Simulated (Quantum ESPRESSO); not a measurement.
# CoO: parallel and opposed starts, part 3 of 3

Does CoO prefer parallel or opposed moments, or none?

Quantum ESPRESSO 7.5; PBE with U = 3.5 eV on Co d (ortho-atomic projectors); plane waves with GBRV 1.5 PBE potentials, no spin-orbit coupling.

So far, absolute magnetization (μB): step 2 (run 1 (ferro +)) 3.01.

### Step 6. Start 5: no spin polarisation

pw.in reads:

```
&CONTROL
  calculation = 'scf'
  prefix = 'pwscf'
  outdir = './tmp'
  pseudo_dir = './pseudo'
  disk_io = 'nowf'
/
&SYSTEM
  ibrav = 0
  celldm(1) = 8
  nat = 2
  ntyp = 2
  ecutwfc = 40
  ecutrho = 280
  nbnd = 18
  occupations = 'smearing'
  smearing = 'fd'
  degauss = 0.00367493
/
&ELECTRONS
  conv_thr = 4d-09
  electron_maxstep = 150
  mixing_beta = 0.3
/
ATOMIC_SPECIES
Co     58.9332 co_pbe_v1.2.uspp.F.UPF
O      15.9990 o_pbe_v1.2.uspp.F.UPF
CELL_PARAMETERS alat
  -0.3562133744920    0.3562133744920    0.4977650903806
   0.3562133744920   -0.3562133744920    0.4977650903806
   0.3562133744920    0.3562133744920   -0.4977650903806
ATOMIC_POSITIONS crystal
Co      0.0000000000    0.0000000000    0.0000000000
O       0.5000000000    0.5000000000    0.0000000000
K_POINTS automatic
10 10 10 0 0 0
HUBBARD {ortho-atomic}
U Co-3d 3.5000
```

On the command line:

```console
$ OMP_NUM_THREADS=1 mpirun -n 4 pw.x -nk 4 -in pw.in > pw.out
```

Log:

```text
     [... lines left out ...]
Program PWSCF v.7.5 starts
     [... lines left out ...]
     number of atoms/cell      =            2
     [... lines left out ...]
     number of electrons       =        23.00
     number of Kohn-Sham states=           18
     kinetic-energy cutoff     =      40.0000  Ry
     charge density cutoff     =     280.0000  Ry
     scf convergence threshold =      4.0E-09
     [... lines left out ...]
     16 Sym. Ops., with inversion, found
     [... lines left out ...]
     number of k points=   102  Fermi-Dirac smearing, width (Ry)=  0.0037
     [... lines left out ...]
     iteration # 13     ecut=    40.00 Ry     beta= 0.30
     [... lines left out ...]
     Tr[ns(  1)] =   7.53634
     [... lines left out ...]
     the Fermi energy is    13.9990 ev
!    total energy              =    -330.54302597 Ry
     estimated scf accuracy    <          1.5E-09 Ry
     smearing contrib. (-TS)   =      -0.00159064 Ry
     [... lines left out ...]
     convergence has been achieved in  13 iterations
```

Wall time 6 s (4 MPI ranks of Intel Xeon Platinum 8488C (Sapphire Rapids), shared host); peak memory 0.29 GiB; 22 s of CPU time.

Read from the output:

| Property | Result |
| --- | --- |
| smearing term TS | 0.02164 eV |
| final state | non-magnetic (no spin polarisation) |

### Step 7. A faulty input

As a test, an input with a fault in it is run.

pw.in reads:

```
&CONTROL
  calculation = 'scf'
  prefix = 'pwscf'
  outdir = './tmp'
  pseudo_dir = './pseudo'
  disk_io = 'nowf'
/
&SYSTEM
  ibrav = 0
  nat = 2
  ntyp = 2
  ecutwfc = 40
  ecutrho = 280
  nbnd = 20
  occupations = 'smearing'
  smearing = 'fd'
  degauss = 0.00367493
  nspin = 2
  starting_magnetization(1) = 0.1765
  starting_magnetization(2) = 0
&ELECTRONS
  conv_thr = 4d-09
  electron_maxstep = 75
  mixing_beta = 0.3
/
ATOMIC_SPECIES
Co     58.9332 co_pbe_v1.2.uspp.F.UPF
O      15.9990 o_pbe_v1.2.uspp.F.UPF
CELL_PARAMETERS angstrom
  -1.5080000000    1.5080000000    2.1072475377
   1.5080000000   -1.5080000000    2.1072475377
   1.5080000000    1.5080000000   -2.1072475377
ATOMIC_POSITIONS crystal
Co      0.0000000000    0.0000000000    0.0000000000
O       0.5000000000    0.5000000000    0.0000000000
K_POINTS automatic
10 10 10 0 0 0
HUBBARD {ortho-atomic}
U Co-3d 3.5000
```

Log:

```text
     [... lines left out ...]
Program PWSCF v.7.5 starts
     Error in routine  read_namelists (1):
      bad line in namelist &system: "&ELECTRONS" (error could be in the previous line)
 %%%%%%%%%%%%%%%%%%%%%%%%%%%%%%%%%%%%%%%%%%%%%%%%%%%%%%%%%%%%%%%%%%%%%%%%%%%%%%
     stopping ...
```

Run time: 0.79 s. Hardware: 4 MPI ranks; peak memory 0.06 GiB.

The input was rejected at the start.

The program's message: “read_namelists (1): bad line in namelist &system: "&ELECTRONS" (error could be in the previous line)”

The fault put into the input: a namelist without its slash.

### Step 8. The states side by side

An order is kept where moments of 0.15 μB or more survive with the typed signs; meshes match where a doubled cell samples the same k points as the first cell.

Orders:

| start | final state | typed order kept | energy over the lowest (meV a seeded atom) | largest site moment (μB) | net moment (μB a cell of the first run) | mesh matched | CPU time (s) |
| --- | --- | --- | --- | --- | --- | --- | --- |
| ferro + | ferromagnetic | yes | 122.2 | 2.598 | 2.985 | yes | 54.51 |
| antiferro q=(1/2,1/2,1/2) +- | antiferromagnetic | yes | 166.7 | 2.357 | 8.76e-4 | yes | 176.5 |
| antiferro q=(0,1/2,0) +- | antiferromagnetic | yes | 80.8 | 2.54 | 0 | yes | 1184 |
| antiferro q=(0,0,1/2) +- | antiferromagnetic | yes | 0 | 2.579 | 0 | yes | 231.5 |
| no spin polarisation | non-magnetic | - | 822.4 | 0 | 0 | yes | 22.49 |

### Step 9. Fillings of the first corrected shells

| start | type | spin | occupation numbers |
| --- | --- | --- | --- |
| ferro + | Co | up | 0.994 0.995 0.995 0.995 0.995 |
| ferro + | Co | down | 0.127 0.131 0.678 0.688 0.688 |
| antiferro q=(1/2,1/2,1/2) +- | Co1 | up | 0.959 0.961 0.993 0.993 0.993 |
| antiferro q=(1/2,1/2,1/2) +- | Co1 | down | 0.107 0.111 0.738 0.738 0.769 |
| antiferro q=(1/2,1/2,1/2) +- | Co2 | up | 0.107 0.111 0.738 0.738 0.770 |
| antiferro q=(1/2,1/2,1/2) +- | Co2 | down | 0.959 0.961 0.993 0.993 0.993 |
| antiferro q=(0,1/2,0) +- | Co1 | up | 0.989 0.989 0.994 0.995 0.995 |
| antiferro q=(0,1/2,0) +- | Co1 | down | 0.142 0.147 0.666 0.676 0.716 |
| antiferro q=(0,1/2,0) +- | Co2 | up | 0.142 0.147 0.666 0.676 0.715 |
| antiferro q=(0,1/2,0) +- | Co2 | down | 0.989 0.989 0.994 0.995 0.995 |
| antiferro q=(0,0,1/2) +- | Co1 | up | 0.987 0.994 0.994 0.995 0.995 |
| antiferro q=(0,0,1/2) +- | Co1 | down | 0.113 0.132 0.516 0.566 0.986 |
| antiferro q=(0,0,1/2) +- | Co2 | up | 0.113 0.132 0.516 0.566 0.986 |
| antiferro q=(0,0,1/2) +- | Co2 | down | 0.987 0.994 0.994 0.995 0.995 |

### Step 10. Summary of results

| Quantity | Value |
| --- | --- |
| moments, largest by run | 2.60, 2.36, 2.54, 2.58, 0 μB |
| spread of the energies of the runs with moments | 167 meV a seeded atom |

**Reading.** Under a U these runs seem to end in unlike orbital states: the fillings of their corrected shells differ, or their energies lie too far apart for exchange alone. The differences are then no exchange energies, and the ranking says little of the magnetic order. Seeding all runs from one set of occupation matrices is the usual remedy. The smearing term is large for its width, so states at the Fermi level are partly filled: at this level the cell is a metal or has a gap of a few widths at most.

[Logs and program files are shortened in this print: banners, set-up blocks, solver, clock and traceback lines can be left out without a mark of their own.]

[Logs are printed without paths, hosts, clocks, repeated set-up lines and the standing remarks that a program may print on its own settings, such as how far it seeks lower states.]

[Hosts, paths, dates, database ids (printed as entryN), source tags and the programs' standing remarks are cut or masked in the printed files.]

[Where a cell is said to come from a database of computed structures, the database is the Materials Project.]
